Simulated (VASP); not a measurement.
GaN:

```
Ga N
1.0
     3.18000    0.00000    0.00000
    -1.59000    2.75396    0.00000
     0.00000    0.00000    5.16600
Ga N
2 2
Direct
  0.33333 0.66667 0.00000
  0.66667 0.33333 0.50000
  0.33333 0.66667 0.37500
  0.66667 0.33333 0.87500
```

Base run:

- Program: VASP 6.6.1
- Functional: PBEsol
- Potentials or basis: VASP PAW PBE potentials, release 64 (Ga, N)
- Cutoff: 500 eV
- k mesh: 8 × 8 × 5
- Occupations: fermi-dirac, width 0.02 eV
- Spin: no spin polarisation

Its results: band gap on the k mesh 2.00 eV, direct; pressure 8.0 GPa; largest force 0.169 eV/Å.

Problem. The run is repeated on the same cell with these changes: potentials or basis from VASP PAW PBE potentials, release 64 (Ga, N) to VASP PAW PBE potentials, release 64 (Ga_d, N); cutoff from 500 eV to 700 eV; valence electrons from 16 to 36. What comes out?

Solution. Band gap on the k mesh 1.93 eV, direct; pressure 0.8 GPa; largest force 0.131 eV/Å.

Caveats: the PAW data sets were made with another functional, which shifts forces and pressure a little; an odd mesh through Γ misses points on the zone boundary, where band edges often lie.

Not every run made on this cell is shown here.
